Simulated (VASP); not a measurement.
Wanted: the native input for a VASP 6.6.1 run.

```yaml
Task: relaxation of cell and atoms
Functional: PBE
Potentials_or_basis: VASP PAW PBE potentials, release 64 (Zn, S)
Cutoff: 520 eV
k_mesh: 10 × 10 × 10
Occupations: gaussian, width 0.02 eV
Spin: no spin polarisation
Further_INCAR_settings: ALGO = Normal; EDIFF = 1e-07; IBRION = 2; EDIFFG = -0.002; NSW = 80; ISIF = 3
```

The structure of ZnS lies in POSCAR:

```
ZnS
1.0
    0.0000000000      2.7020000000      2.7020000000
    2.7020000000      0.0000000000      2.7020000000
    2.7020000000      2.7020000000      0.0000000000
Zn S
1 1
Direct
    0.2500000000      0.2500000000      0.2500000000
    0.0000000000      0.0000000000      0.0000000000
```

One way to write it, as run:

INCAR

```
SYSTEM = ZnS
  ALGO = Normal
  EDIFF = 1E-7
  EDIFFG = -0.002
  ENCUT = 520
  GGA = PE
  IBRION = 2
  ISIF = 3
  ISMEAR = 0
  LASPH = .True.
  LCHARG = .False.
  LREAL = .False.
  LWAVE = .False.
  NELM = 60
  NSW = 80
  PREC = Accurate
  SIGMA = 0.02
```

KPOINTS

```
k-points
0
Gamma
  10 10 10
  0 0 0
```

Potentials or basis: VASP PAW PBE potentials, release 64 (Zn, S).

Command:

```bash
$ cat potpaw_PBE.64/Zn/POTCAR potpaw_PBE.64/S/POTCAR > POTCAR
$ mpirun -np 1 vasp_std > vasp.out
```

Results of the run:

* Relaxed volume: 20.20 Å³/atom
* Relaxed cell: a = 3.852 Å, b = 3.852 Å, c = 3.852 Å, α = 60.00°, β = 60.00°, γ = 60.00°
* Space group after relaxing (to 0.05 Å): F-43m (No. 216)
* Energy gained by relaxing: 2.5 meV/atom
* Ionic steps: 3
* Pressure after relaxing: 0.0 GPa
* Band gap on the k mesh: 2.01 eV, direct

Wall time 58 s on 1 thread of AMD EPYC 7R13 Processor (Zen 3) (shared host), peak memory 0.14 GiB.
